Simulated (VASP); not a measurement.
Cs2AgBiBr6, 10 atoms in the cell. It takes space group Fm-3m (No. 225, cubic). Conventional cell: a = 11.232 Å, b = 11.232 Å, c = 11.232 Å, α = 90.00°, β = 90.00°, γ = 90.00°. Around Bi (site symmetry m-3m) lie 6 Br at 2.81 Å. Cs (site symmetry -43m) has 12 Br at 3.97 Å as nearest neighbours. Ag (site symmetry m-3m) has 6 Br at 2.80 Å as nearest neighbours. Br (site symmetry 4mm) has 1 Ag at 2.80 Å and 1 Bi at 2.81 Å as nearest neighbours. 

```yaml
Program: VASP 6.6.1
Task: relaxation of cell and atoms
Functional: PBE
Dispersion: D3(BJ)
Potentials_or_basis: VASP PAW PBE potentials, release 64 (Bi_d, Cs_sv, Ag, Br)
Cutoff: 600 eV
k_mesh: 4 × 4 × 4
Occupations: gaussian, width 0.02 eV
Spin: no spin polarisation
Ladder: gaps
Further_INCAR_settings: ALGO = Normal; EDIFF = 1e-06; IBRION = 2; EDIFFG = -0.005; NSW = 40; ISIF = 3
```

Potentials or basis: VASP PAW PBE potentials, release 64 (Bi_d, Cs_sv, Ag, Br).

Launch:

```console
$ cat potpaw_PBE.64/Bi_d/POTCAR potpaw_PBE.64/Cs_sv/POTCAR potpaw_PBE.64/Ag/POTCAR potpaw_PBE.64/Br/POTCAR > POTCAR
$ mpirun -np 4 vasp_std > vasp.out
```

Hardware: 4 MPI ranks on Intel(R) Xeon(R) Platinum 8375C CPU @ 2.90GHz (Ice Lake) (shared host).

Task: Estimate the wall time of this run.

Result: It took 11 min on 4 MPI ranks on Intel(R) Xeon(R) Platinum 8375C CPU @ 2.90GHz (Ice Lake), on a shared host, peak memory 0.78 GiB a rank. Counts: scf iterations 50, k points 8, ion steps 6.
